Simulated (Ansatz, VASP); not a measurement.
**One calculation of HfSiO4, two programs**

The input INCAR:

```
SYSTEM = HfSiO4
ALGO = Normal ; EDIFF = 1E-6
ENCUT = 520 ; GGA = PE
ISIF = 2 ; ISMEAR = 0
LASPH = .True. ; LCHARG = .False.
LREAL = .False. ; LWAVE = .False.
NBANDS = 50 ; NELM = 100
PREC = Accurate ; SIGMA = 0.1
```

File KPOINTS:

```
k-points
0
Gamma
  4 4 4
  0 0 0
```

Contents of POSCAR:

```
HfSiO4
1.0
   -3.2767016800      3.2767016800      2.9822469600
    3.2767016800     -3.2767016800      2.9822469600
    3.2767016800      3.2767016800     -2.9822469600
Hf Si O
2 2 8
Direct
    0.0000000000      0.0000000000      0.0000000000
    0.7500000000      0.2500000000      0.5000000000
    0.2500000000      0.7500000000      0.5000000000
    0.5000000000      0.5000000000      0.0000000000
    0.1340875500      0.3192007700      0.8148867800
    0.0692007700      0.7543139900      0.6851132200
    0.0692007700      0.3840875500      0.3148867800
    0.5043139900      0.3192007700      0.1851132200
    0.6807992300      0.4956860100      0.8148867800
    0.6159124500      0.9307992300      0.6851132200
    0.2456860100      0.9307992300      0.3148867800
    0.6807992300      0.8659124500      0.1851132200
```

Input for Ansatz:

```yaml
crystal:
  lattice:
    - [-3.27670168, 3.27670168, 2.98224696]
    - [3.27670168, -3.27670168, 2.98224696]
    - [3.27670168, 3.27670168, -2.98224696]
  atoms:
    - { symbol: Hf, position: [0.0, 0.0, 0.0] }
    - { symbol: Hf, position: [0.75, 0.25, 0.5] }
    - { symbol: Si, position: [0.25, 0.75, 0.5] }
    - { symbol: Si, position: [0.5, 0.5, 0.0] }
    - { symbol: O, position: [0.13408755, 0.31920077, 0.81488678] }
    - { symbol: O, position: [0.06920077, 0.75431399, 0.68511322] }
    - { symbol: O, position: [0.06920077, 0.38408755, 0.31488678] }
    - { symbol: O, position: [0.50431399, 0.31920077, 0.18511322] }
    - { symbol: O, position: [0.68079923, 0.49568601, 0.81488678] }
    - { symbol: O, position: [0.61591245, 0.93079923, 0.68511322] }
    - { symbol: O, position: [0.24568601, 0.93079923, 0.31488678] }
    - { symbol: O, position: [0.68079923, 0.86591245, 0.18511322] }
basis:
  ecutwfc: 420
kpoints:
  mp_grid: { grid: [4, 4, 4] }
hamiltonian:
  xc: pbe
  pseudopotentials: { kind: paw, azcp: { folder: soft_1 } }
scf:
  occupations: { method: gaussian, width: 0.1 }
output:
  forces: true
  stress: true
  eigenvalues: true
```

The cell is a database's computed one.

Alike in both runs: task single point; functional PBE; k mesh 4 × 4 × 4; occupations gaussian, width 0.1 eV; no spin polarisation.

```csv
,VASP,Ansatz
version,VASP 6.6.1,Ansatz 0.2.0
potentials or method,"VASP PAW PBE potentials, release 64 (Hf_pv, Si, O)","scalar-relativistic, plane waves, PAW"
plane-wave cutoff (eV),520,420
valence electrons in the cell,76,108
```

Ansatz gave:

```
gap on the k mesh at the Fermi level (eV)       : 5.52
least direct gap on the mesh (eV)               : 5.92
pressure (GPa)                                  : 8.6
largest component of the traceless stress (GPa) : 0.03
rms of the force components (eV/Å)              : 0.039
```

Problem. Which values does VASP return?

Solution. gap on the k mesh at the Fermi level (eV): 5.47; least direct gap on the mesh (eV): 5.86; pressure (GPa): 6.7; largest component of the traceless stress (GPa): 0.22; rms of the force components (eV/Å): 0.127.

Atom by atom the forces differ by 0.091 eV/Å (rms over components). The two sets of potentials don't hold the same shells in valence.

Caveats: spin-orbit coupling is left out, which moves the levels of the heavy elements. A k mesh can miss the band edges.
